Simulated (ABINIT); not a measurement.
## CuO in ABINIT: convergence with cutoff

Input of the first run (cutoff 16 Ha); the others differ in this setting and in those tied to it:

File run.abi:

```
pp_dirpath "./"
pseudos "29_Cu_19_1.7_1.9_pbe_n_v1.0.psp8, 08_O_6_1.2_1.4_pbe_n_v1.0.psp8"

acell 2.55255061 2.55255061 2.55255061 Angstrom
rprim
     1.0000000000     0.0000000000     0.0000000000
     0.0000000000     1.0000000000     0.0000000000
     0.0000000000     0.0000000000     1.0000000000
ntypat 2
znucl 29 8
natom 2
typat 1 2
xcart
     0.0621957766     0.0132504885    -0.0176882203
     2.3334799954     2.4227555834     2.4135665843
chkprim 0
chksymtnons 0
tolsym 1.0e-6

ecut 16.0

kptopt 1
ngkpt 8 8 8
nshiftk 1
shiftk 0.0 0.0 0.0

ixc 11

nband 17
occopt 4
tsmear 0.00183747

nstep 100
tolvrs 1.0e-10

iomode 3
prtwf 0
prtden 0
prteig 0
prtebands 0
enunit 2
```

Potentials or basis: SPMS NC PBE v1.0.

The run is started by

```console
$ mpirun --bind-to none -np 4 abinit run.abi > log 2>&1
```

The cell isn't the ideal one: atoms moved at random, drawn with an rms of 0.05 Å.

The cell comes from a database or a generator and needn't be the stable form of this composition.

Hardware: 4 MPI ranks on Arm Neoverse V2, with other jobs on the host.

Problem. The values tried are 16 Ha, 20 Ha, 24 Ha, 28 Ha, 34 Ha, 40 Ha, 46 Ha, 54 Ha, 64 Ha, loosest first. From which on does the largest force stay within 0.005 eV/Å of the tightest run that finished?

Solution. From 34 Ha on.

```
cutoff  energy less the tightest run (meV/atom)  largest force (eV/Å)  SCF cycles  CPU time (s)
 16 Ha                                 36294.59                 0.474          12            37
 20 Ha                                 10502.81                 0.170          11            46
 24 Ha                                  2339.22                 0.256          12            77
 28 Ha                                   383.66                 0.166          12            87
 34 Ha                                    15.50                 0.191          11           110
 40 Ha                                     0.80                 0.191          12           160
 46 Ha                                     0.12                 0.191          12           180
 54 Ha                                     0.06                 0.191          12           220
 64 Ha                                     0.00                 0.191          12           320
```

Against the tightest run, the energy stays within 1 meV/atom from 40 Ha on. The tightest run that finished is the yardstick and may itself not be fully converged.

Caveat, for the tightest run too: an odd number of electrons without spin polarisation forces a metal; a magnetic or distorted state may lie lower; the run has no spin polarisation, though such a crystal can be magnetic.
